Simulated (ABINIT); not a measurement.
**BAs in ABINIT: convergence with k mesh**

The system is BAs.

```
CELL_PARAMETERS angstrom
2.93437 0.00000 0.00000
0.00000 2.93437 0.00000
0.00000 0.00000 2.93437
ATOMIC_POSITIONS crystal
B 0.50000 0.50000 0.50000
As 0.00000 0.00000 0.00000
```

The cell was built by a generator and needn't be a form met in nature.

```yaml
Program: ABINIT 10.8.3 (patched build)
Task: single point
Functional: PBE
Potentials_or_basis: JTH PAW LDA v2.0
Cutoff: 408 eV
k_mesh: 2 × 2 × 2
Occupations: gaussian, width 0.1 eV
Spin: no spin polarisation
```

These are the settings of the first run; the series varies k mesh, with any setting tied to it.

Hardware: 1 thread of Arm Neoverse V2 (shared host).

```tsv
k mesh	energy less the tightest run, at zero smearing (meV/atom)	pressure (GPa)	SCF cycles	CPU time (s)	peak memory (GiB)
2 × 2 × 2	-285.44	-5.97	12	3.2	0.07
3 × 3 × 3	102.63	9.09	11	3.2	0.08
4 × 4 × 4	-68.01	-3.49	11	3.8	0.08
5 × 5 × 5	18.58	-3.26	11	4	0.08
7 × 7 × 7	-21.09	-0.97	10	4.8	0.08
8 × 8 × 8	29.27	-0.54	10	6.4	0.08
9 × 9 × 9	1.66	0.17	11	7	0.08
11 × 11 × 11	10.26	0.09	10	8.9	0.09
14 × 14 × 14	0.00	0.44	11	17	0.1
```

Not settled before the last step: the energy (to 1 meV/atom), the pressure (to 0.1 GPa). Meshes of other sizes hit other points, so gaps and Fermi surfaces needn't settle smoothly. The tightest run that finished is the yardstick and may itself not be fully converged.

Caveat, for the tightest run too: the highest band is partly filled, so the run has too few bands; the PAW data sets were made with another functional, which shifts forces and pressure a little.
